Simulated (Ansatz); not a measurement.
InN (zinc blende)

```
InN
1.0
    0.00000     5.04943     5.04943
    2.52471     2.52471     5.04943
    2.52471     2.52471     0.00000
N In
2 2
Direct
  0.00000   0.75000   0.75000
  0.50000   0.75000   0.75000
  0.00000   0.00000   0.00000
  0.50000   0.00000   0.00000
```

The atoms are displaced by Q × the pattern below (from a DFPT mode at X = (0.5, 0.5, 0.0), largest move 1; Q in Å), at fixed cell. (q is in reciprocal vectors of the primitive cell; the cell shown is doubled to hold the pattern.)

```json
[
 {"atom": "In3", "x": "0.000", "y": "0.000", "z": "1.000"},
 {"atom": "In4", "x": "0.000", "y": "0.000", "z": "-1.000"}
]
```

Atoms not listed stay in place.

Calculation: PBE (plane waves to 420 eV, PAW, scalar-relativistic; Ansatz, a program for electronic structure). k mesh 11×11×11 (Γ-centred), Fermi-Dirac smearing 0.05 eV. With partly filled bands, energies and forces of such displacements shift with the k mesh and the smearing. At this level the bands of InN touch or barely overlap; measurements give the solid a gap. InN was relaxed with its symmetry unable to fall. The PAW data are Ansatz's earlier set. 

```csv
Q (Å),−dE/dQ from forces (eV/Å)
-0.180,7.222
-0.150,6.073
-0.120,4.894
-0.090,3.691
-0.060,2.471
-0.030,1.238
0.000,0.000
0.030,-1.238
0.060,-2.471
0.090,-3.691
0.120,-4.894
0.150,-6.073
0.180,-7.222
```

**Question.** What harmonic wavenumber does the curvature at Q = 0 give?

**Answer.** 221 cm⁻¹. E″ = 41.31 eV/Å², M = Σ mᵢ|uᵢ|² = 229.6 u, ν̃ = 521.5·√(|E″|/M).

(For displaced atoms, the force is minus the slope of the energy, and its curvature is a force constant, which sets phonon frequencies.)
